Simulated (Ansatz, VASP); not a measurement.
## CdSe in VASP and in Ansatz

The input INCAR:

```
PREC = Accurate
ENCUT = 520
EDIFF = 1E-6
ISMEAR = -1
SIGMA = 0.15
LREAL = F
LASPH = T
NELM = 100
ALGO = Normal
ISIF = 2
LWAVE = F
LCHARG = F
GGA = PE
NBANDS = 16
```

The input KPOINTS:

```
regular mesh
0
Gamma
  12 12 12
```

POSCAR

```
CdSe
1.0
    3.4799000000      0.0000000000      0.0000000000
    0.0000000000      3.4799000000      0.0000000000
    0.0000000000      0.0000000000      3.4799000000
Cd Se
1 1
Direct
    0.0000000000      0.0000000000      0.0000000000
    0.5000000000      0.5000000000      0.5000000000
```

Input for Ansatz:

```yaml
crystal:
  lattice:
    - [3.4799, 0.0, 0.0]
    - [0.0, 3.4799, 0.0]
    - [0.0, 0.0, 3.4799]
  atoms:
    - { symbol: Cd, position: [0.0, 0.0, 0.0] }
    - { symbol: Se, position: [0.5, 0.5, 0.5] }
basis:
  ecutwfc: 420
kpoints:
  mp_grid: { grid: [12, 12, 12] }
hamiltonian:
  xc: pbe
scf:
  occupations: { method: fermi_dirac, width: 0.15 }
output:
  forces: true
  stress: true
  eigenvalues: true
```

Alike in both runs: task single point; functional PBE; k mesh 12 × 12 × 12; occupations fermi-dirac, width 0.15 eV; no spin polarisation.

|  | VASP | Ansatz |
| --- | --- | --- |
| version | VASP 6.6.1 | Ansatz 0.2.0 |
| potentials or method | VASP PAW PBE potentials, release 64 (Cd, Se) | scalar-relativistic, plane waves, PAW |
| plane-wave cutoff (eV) | 520 | 420 |
| valence electrons in the cell | 18 | 36 |

|  | VASP | Ansatz | Ansatz less VASP |
| --- | --- | --- | --- |
| gap on the k mesh at the Fermi level (eV) | none | none | - |
| pressure (GPa) | 5.0 | 4.6 | -0.37 |

A gap of «none» marks a metal or a gap that the smearing closes. The functional is the same, so the differences come from potentials, cutoffs and numerics. The two sets of potentials don't hold the same shells in valence.
